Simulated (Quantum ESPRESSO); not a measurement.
# SrO (Fm-3m) in Quantum ESPRESSO: notebook

One crystal, SrO, is run at these levels: PBE; tasks: relaxation of cell and atoms.

All numbers are computed with Quantum ESPRESSO 7.5; they aren't measurements. Logs are shortened: lines on timing, memory, paths and dates and some standing lists are left out, and cuts for length are marked.

### 1 Starting point

Symmetry: Fm-3m, No. 225, cubic system. Conventional cell: a = 5.133 Å, b = 5.133 Å, c = 5.133 Å, α = 90.00°, β = 90.00°, γ = 90.00°. Sr (site symmetry m-3m) has 6 O at 2.57 Å as nearest neighbours. O (site symmetry m-3m) has 6 Sr at 2.57 Å as nearest neighbours.

### 2 Relaxation of cell and atoms, PBE, target pressure 10 GPa, at which the enthalpy is minimised

pw.in

```
&CONTROL
  calculation = 'vc-relax'
  prefix = 'pwscf'
  outdir = './tmp'
  pseudo_dir = './pseudo'
  tprnfor = .true.
  tstress = .true.
  disk_io = 'low'
  nstep = 40
  forc_conv_thr = 0.0004
  etot_conv_thr = 1d-05
/
&SYSTEM
  ibrav = 0
  A = 3.62929627
  nat = 2
  ntyp = 2
  ecutwfc = 63
  ecutrho = 506
  nbnd = 14
  occupations = 'smearing'
  smearing = 'fd'
  degauss = 0.00367493
/
&ELECTRONS
  conv_thr = 4d-10
  electron_maxstep = 120
  mixing_beta = 0.5
/
&IONS
  ion_dynamics = 'bfgs'
/
&CELL
  cell_dynamics = 'bfgs'
  press = 100
  press_conv_thr = 0.3
/
ATOMIC_SPECIES
Sr    87.6200 Sr_pbe_v1.uspp.F.UPF
O     15.9990 O.pbe-n-kjpaw_psl.0.1.UPF
CELL_PARAMETERS alat
   0.0000000000    0.7071067802    0.7071067802
   0.7071067802    0.0000000000    0.7071067802
   0.7071067802    0.7071067802    0.0000000000
ATOMIC_POSITIONS alat
Sr     0.7071067802    0.7071067802    0.7071067802
O      0.0000000000    0.0000000000    0.0000000000
K_POINTS automatic
9 9 9 0 0 0
```

Potentials or basis: SSSP 1.3 efficiency PBE.

Run with:

```sh
> OMP_NUM_THREADS=1 pw.x -in pw.in > pw.out
```

pw.out:

```text
This program is part of the open-source Quantum ESPRESSO suite
     for quantum simulation of materials; please cite
         "P. Giannozzi et al., J. Phys.:Condens. Matter 21 395502 (2009);
         "P. Giannozzi et al., J. Phys.:Condens. Matter 29 465901 (2017);
         "P. Giannozzi et al., J. Chem. Phys. 152 154105 (2020);
     in publications or presentations arising from this work. More details at

     file O.pbe-n-kjpaw_psl.0.1.UPF: wavefunction(s)  2P renormalized
     Message from routine setup:
     using ibrav=0 with symmetry is DISCOURAGED, use correct ibrav instead

     G-vector sticks info
     --------------------
     sticks:   dense  smooth     PW     G-vecs:    dense   smooth      PW
     Sum        1639     823    253                43895    15473    2637

     Using Slab Decomposition

     bravais-lattice index     =            0
     lattice parameter (alat)  =       6.8584  a.u.
     unit-cell volume          =     228.1124 (a.u.)^3
     number of atoms/cell      =            2
     number of atomic types    =            2
     number of electrons       =        16.00
     number of Kohn-Sham states=           14
     kinetic-energy cutoff     =      63.0000  Ry
     charge density cutoff     =     506.0000  Ry
     scf convergence threshold =      4.0E-10
     mixing beta               =       0.5000
     number of iterations used =            8  plain     mixing
     energy convergence thresh.=      1.0E-05
     force convergence thresh. =      4.0E-04
     press convergence thresh. =      3.0E-01
     Exchange-correlation= SLA  PW   PBX  PBC
                           (   1   4   3   4   0   0   0)
     nstep                     =           40

     celldm(1)=   6.858376  celldm(2)=   0.000000  celldm(3)=   0.000000
     celldm(4)=   0.000000  celldm(5)=   0.000000  celldm(6)=   0.000000

     crystal axes: (cart. coord. in units of alat)
               a(1) = (   0.000000   0.707107   0.707107 )
               a(2) = (   0.707107   0.000000   0.707107 )
               a(3) = (   0.707107   0.707107   0.000000 )

     reciprocal axes: (cart. coord. in units 2 pi/alat)
               b(1) = ( -0.707107  0.707107  0.707107 )
               b(2) = (  0.707107 -0.707107  0.707107 )
               b(3) = (  0.707107  0.707107 -0.707107 )

     PseudoPot. # 1 for Sr read from file:
     Sr_pbe_v1.uspp.F.UPF
     Pseudo is Ultrasoft + core correction, Zval = 10.0
     Generated by new atomic code, or converted to UPF format
     Using radial grid of  883 points,  6 beta functions with:
                l(1) =   0
                l(2) =   0
                l(3) =   1
                l(4) =   1
                l(5) =   2
                l(6) =   2
     Q(r) pseudized with  6 coefficients,  rinner =    1.400   1.400   1.400
                                                       1.400   1.400

     PseudoPot. # 2 for O  read from file:
     O.pbe-n-kjpaw_psl.0.1.UPF
     Pseudo is Projector augmented-wave + core cor, Zval =  6.0
     Generated using "atomic" code by A. Dal Corso  v.5.0.99 svn rev. 10869
     Shape of augmentation charge: BESSEL
     Using radial grid of 1095 points,  4 beta functions with:
                l(1) =   0
                l(2) =   0
                l(3) =   1
                l(4) =   1
     Q(r) pseudized with 0 coefficients

     atomic species   valence    mass     pseudopotential
     Sr               10.00    87.62000     Sr( 1.00)
     O                 6.00    15.99900     O ( 1.00)

     48 Sym. Ops., with inversion, found

   Cartesian axes

     site n.     atom                  positions (alat units)
         1        Sr     tau(   1) = (   0.7071068   0.7071068   0.7071068  )
         2        O      tau(   2) = (   0.0000000   0.0000000   0.0000000  )

     number of k points=    35  Fermi-Dirac smearing, width (Ry)=  0.0037
                       cart. coord. in units 2pi/alat
        k(    1) = (   0.0000000   0.0000000   0.0000000), wk =   0.0027435
        k(    2) = (   0.0785674   0.0785674  -0.0785674), wk =   0.0219479
        k(    3) = (   0.1571348   0.1571348  -0.1571348), wk =   0.0219479
        k(    4) = (   0.2357023   0.2357023  -0.2357023), wk =   0.0219479
        k(    5) = (   0.3142697   0.3142697  -0.3142697), wk =   0.0219479
        k(    6) = (   0.1571348  -0.0000000   0.0000000), wk =   0.0164609
[... 27 lines left out ...]
        k(   34) = (  -0.0000000  -0.4714045   0.6285394), wk =   0.0658436
        k(   35) = (  -0.0785674  -0.3928371   0.7071068), wk =   0.0658436

     Dense  grid:    43895 G-vectors     FFT dimensions: (  50,  50,  50)

     Smooth grid:    15473 G-vectors     FFT dimensions: (  36,  36,  36)

     Check: negative core charge=   -0.000001

     Initial potential from superposition of free atoms

     starting charge      15.9663, renormalised to      16.0000

     negative rho (up, down):  6.309E-02 0.000E+00
     Starting wfcs are   17 randomized atomic wfcs

     Self-consistent Calculation

     iteration #  1     ecut=    63.00 Ry     beta= 0.50
     Davidson diagonalization with overlap
     ethr =  1.00E-02,  avg # of iterations =  2.6

     negative rho (up, down):  6.367E-02 0.000E+00

     total energy              =    -111.76984638 Ry
     estimated scf accuracy    <       0.75891153 Ry
[... 310 lines left out ...]
     negative rho (up, down):  6.600E-02 0.000E+00
          total   stress  (Ry/bohr**3)                   (kbar)     P=       31.31
   0.00021283  -0.00000000  -0.00000000           31.31       -0.00       -0.00
  -0.00000000   0.00021283   0.00000000           -0.00       31.31        0.00
   0.00000000   0.00000000   0.00021283            0.00        0.00       31.31

     BFGS Geometry Optimization
     Energy error            =      3.8E-03 Ry
     Gradient error          =      4.6E-32 Ry/Bohr
     Cell gradient error     =      6.9E+01 kbar

     number of scf cycles    =   1
     number of bfgs steps    =   0

     enthalpy           new  =    -111.9132927915 Ry

     new trust radius        =       0.0352630824 bohr
     new conv_thr            =       0.0000000004 Ry
[... 301 lines left out ...]
     Energy error            =      2.7E-03 Ry
     Gradient error          =      2.4E-32 Ry/Bohr
     Cell gradient error     =      3.1E+01 kbar

     number of scf cycles    =   2
     number of bfgs steps    =   1

     enthalpy           old  =    -111.9132927915 Ry
     enthalpy           new  =    -111.9159999518 Ry

     CASE: enthalpy          _new < enthalpy          _old

     new trust radius        =       0.0276660217 bohr
     new conv_thr            =            4.0E-12 Ry

     new unit-cell volume =    214.11530 a.u.^3 (    31.72861 Ang^3 )
     density =      5.42297 g/cm^3

CELL_PARAMETERS (alat=  6.85837598)
  -0.000000000   0.692337648   0.692337648
   0.692337648  -0.000000000   0.692337648
   0.692337648   0.692337648  -0.000000000
[... 302 lines left out ...]
     Energy error            =      5.9E-04 Ry
     Gradient error          =      4.7E-32 Ry/Bohr
     Cell gradient error     =      3.3E+00 kbar

     number of scf cycles    =   3
     number of bfgs steps    =   2

     enthalpy           old  =    -111.9159999518 Ry
     enthalpy           new  =    -111.9165916468 Ry

     CASE: enthalpy          _new < enthalpy          _old

     new trust radius        =       0.0026195214 bohr
     new conv_thr            =            4.0E-12 Ry

     new unit-cell volume =    214.69078 a.u.^3 (    31.81389 Ang^3 )
     density =      5.40844 g/cm^3

CELL_PARAMETERS (alat=  6.85837598)
  -0.000000000   0.692957354   0.692957354
   0.692957354   0.000000000   0.692957354
   0.692957354   0.692957354  -0.000000000
[... 12 lines left out ...]
     Self-consistent Calculation

     iteration #  1     ecut=    63.00 Ry     beta= 0.50
     Davidson diagonalization with overlap
     ethr =  1.00E-06,  avg # of iterations =  2.0

     Threshold (ethr) on eigenvalues was too large:
     Diagonalizing with lowered threshold

     Davidson diagonalization with overlap
     ethr =  8.99E-09,  avg # of iterations =  2.2

     negative rho (up, down):  6.576E-02 0.000E+00

     total energy              =    -112.06253974 Ry
     estimated scf accuracy    <       0.00000169 Ry

     iteration #  2     ecut=    63.00 Ry     beta= 0.50
     Davidson diagonalization with overlap
     ethr =  1.06E-08,  avg # of iterations =  2.3
[... 261 lines left out ...]
     negative rho (up, down):  6.576E-02 0.000E+00
          total   stress  (Ry/bohr**3)                   (kbar)     P=       99.86
   0.00067885   0.00000000   0.00000000           99.86        0.00        0.00
   0.00000000   0.00067885   0.00000000            0.00       99.86        0.00
   0.00000000   0.00000000   0.00067885            0.00        0.00       99.86

     Energy error            =      6.2E-06 Ry
     Gradient error          =      3.8E-31 Ry/Bohr
     Cell gradient error     =      1.4E-01 kbar

     bfgs converged in   4 scf cycles and   3 bfgs steps
     (criteria: energy <  1.0E-05 Ry, force <  4.0E-04 Ry/Bohr, cell <  3.0E-01 kbar)

     End of BFGS Geometry Optimization

     Final enthalpy           =    -111.9165978645 Ry

Begin final coordinates
     new unit-cell volume =    214.69078 a.u.^3 (    31.81389 Ang^3 )
     density =      5.40844 g/cm^3

CELL_PARAMETERS (alat=  6.85837598)
  -0.000000000   0.692957354   0.692957354
   0.692957354   0.000000000   0.692957354
   0.692957354   0.692957354  -0.000000000

ATOMIC_POSITIONS (alat)
Sr               0.6929573543        0.6929573543        0.6929573543
O                0.0000000000       -0.0000000000        0.0000000000
End final coordinates

     Final scf calculation at the relaxed structure.
     The G-vectors are recalculated for the final unit cell
     Results may differ from those at the preceding step.

     G-vector sticks info
     --------------------
     sticks:   dense  smooth     PW     G-vecs:    dense   smooth      PW
     Sum        1573     769    241                41151    14361    2445

     Using Slab Decomposition

     bravais-lattice index     =            0
     lattice parameter (alat)  =       6.8584  a.u.
     unit-cell volume          =     214.6908 (a.u.)^3
     number of atoms/cell      =            2
     number of atomic types    =            2
     number of electrons       =        16.00
     number of Kohn-Sham states=           14
     kinetic-energy cutoff     =      63.0000  Ry
     charge density cutoff     =     506.0000  Ry
     scf convergence threshold =      4.0E-12
     mixing beta               =       0.5000
     number of iterations used =            8  plain     mixing
     press convergence thresh. =      3.0E-01
     Exchange-correlation= SLA  PW   PBX  PBC
                           (   1   4   3   4   0   0   0)

     celldm(1)=   6.858376  celldm(2)=   0.000000  celldm(3)=   0.000000
     celldm(4)=   0.000000  celldm(5)=   0.000000  celldm(6)=   0.000000

     crystal axes: (cart. coord. in units of alat)
               a(1) = (  -0.000000   0.692957   0.692957 )
               a(2) = (   0.692957   0.000000   0.692957 )
               a(3) = (   0.692957   0.692957  -0.000000 )

     reciprocal axes: (cart. coord. in units 2 pi/alat)
               b(1) = ( -0.721545  0.721545  0.721545 )
               b(2) = (  0.721545 -0.721545  0.721545 )
               b(3) = (  0.721545  0.721545 -0.721545 )

     PseudoPot. # 1 for Sr read from file:
     Sr_pbe_v1.uspp.F.UPF
     Pseudo is Ultrasoft + core correction, Zval = 10.0
     Generated by new atomic code, or converted to UPF format
     Using radial grid of  883 points,  6 beta functions with:
                l(1) =   0
                l(2) =   0
                l(3) =   1
                l(4) =   1
                l(5) =   2
                l(6) =   2
     Q(r) pseudized with  6 coefficients,  rinner =    1.400   1.400   1.400
                                                       1.400   1.400

     PseudoPot. # 2 for O  read from file:
     O.pbe-n-kjpaw_psl.0.1.UPF
     Pseudo is Projector augmented-wave + core cor, Zval =  6.0
     Generated using "atomic" code by A. Dal Corso  v.5.0.99 svn rev. 10869
     Shape of augmentation charge: BESSEL
     Using radial grid of 1095 points,  4 beta functions with:
                l(1) =   0
                l(2) =   0
                l(3) =   1
                l(4) =   1
     Q(r) pseudized with 0 coefficients

     atomic species   valence    mass     pseudopotential
     Sr               10.00    87.62000     Sr( 1.00)
     O                 6.00    15.99900     O ( 1.00)

     48 Sym. Ops., with inversion, found

   Cartesian axes

     site n.     atom                  positions (alat units)
         1        Sr     tau(   1) = (   0.6929574   0.6929574   0.6929574  )
         2        O      tau(   2) = (   0.0000000  -0.0000000   0.0000000  )

     number of k points=    35  Fermi-Dirac smearing, width (Ry)=  0.0037
                       cart. coord. in units 2pi/alat
        k(    1) = (   0.0000000   0.0000000   0.0000000), wk =   0.0027435
        k(    2) = (   0.0801717   0.0801717  -0.0801717), wk =   0.0219479
        k(    3) = (   0.1603434   0.1603434  -0.1603434), wk =   0.0219479
        k(    4) = (   0.2405150   0.2405150  -0.2405150), wk =   0.0219479
        k(    5) = (   0.3206867   0.3206867  -0.3206867), wk =   0.0219479
        k(    6) = (   0.1603434   0.0000000  -0.0000000), wk =   0.0164609
[... 27 lines left out ...]
        k(   34) = (  -0.0000000  -0.4810301   0.6413734), wk =   0.0658436
        k(   35) = (  -0.0801717  -0.4008584   0.7215451), wk =   0.0658436

     Dense  grid:    41151 G-vectors     FFT dimensions: (  50,  50,  50)

     Smooth grid:    14361 G-vectors     FFT dimensions: (  36,  36,  36)

     Check: negative core charge=   -0.000001

     Initial potential from superposition of free atoms

     starting charge      15.9663, renormalised to      16.0000

     negative rho (up, down):  6.280E-02 0.000E+00
     Starting wfcs are   17 randomized atomic wfcs

     Self-consistent Calculation

     iteration #  1     ecut=    63.00 Ry     beta= 0.50
     Davidson diagonalization with overlap
     c_bands:  1 eigenvalues not converged
     ethr =  1.00E-06,  avg # of iterations = 11.5

     negative rho (up, down):  6.327E-02 0.000E+00

     total energy              =    -111.77599539 Ry
     estimated scf accuracy    <       0.74178903 Ry

     iteration #  2     ecut=    63.00 Ry     beta= 0.50
     Davidson diagonalization with overlap
     ethr =  4.64E-03,  avg # of iterations =  2.0
[... 306 lines left out ...]
     negative rho (up, down):  6.574E-02 0.000E+00
          total   stress  (Ry/bohr**3)                   (kbar)     P=       99.81
   0.00067846  -0.00000000   0.00000000           99.81       -0.00        0.00
  -0.00000000   0.00067846   0.00000000           -0.00       99.81        0.00
   0.00000000   0.00000000   0.00067846            0.00        0.00       99.81

=------------------------------------------------------------------------------=
   JOB DONE.
=------------------------------------------------------------------------------=
```

Wall time 77 s (1 thread of AMD EPYC 7B13 (Zen 3), shared host); peak memory 0.22 GiB.

Results:

```yaml
Free_energy: -1524.6860 eV
Relaxed_volume: 15.91 Å³/atom
Relaxed_cell: a = 3.557 Å, b = 3.557 Å, c = 3.557 Å, α = 60.00°, β = 60.00°, γ = 60.00°
Space_group_after_relaxing_to_0.05_Å: Fm-3m (No. 225)
Energy_change_on_relaxing_the_enthalpy_is_what_falls: +39.6 meV/atom
Ionic_steps: 4
Pressure_after_relaxing: 10.0 GPa
Band_gap_on_the_k_mesh: 3.33 eV, indirect (least direct gap 3.37 eV)
```

Step by step:
```csv
step,energy change (eV),largest force (eV/Å),pressure (GPa),volume (Å³)
1,0.0000,0.0000,3.13,33.80
2,0.0362,0.0000,6.90,32.63
3,0.0846,0.0000,10.33,31.73
4,0.0792,0.0000,9.99,31.81
```

Final structure:
```
CELL_PARAMETERS angstrom
0.00000 2.51495 2.51495
2.51495 0.00000 2.51495
2.51495 2.51495 0.00000
ATOMIC_POSITIONS crystal
Sr 0.50000 0.50000 0.50000
O 0.00000 0.00000 0.00000
```

Caveat: an odd mesh through Γ misses points on the zone boundary, where band edges often lie.

[end of part 1 of 2]
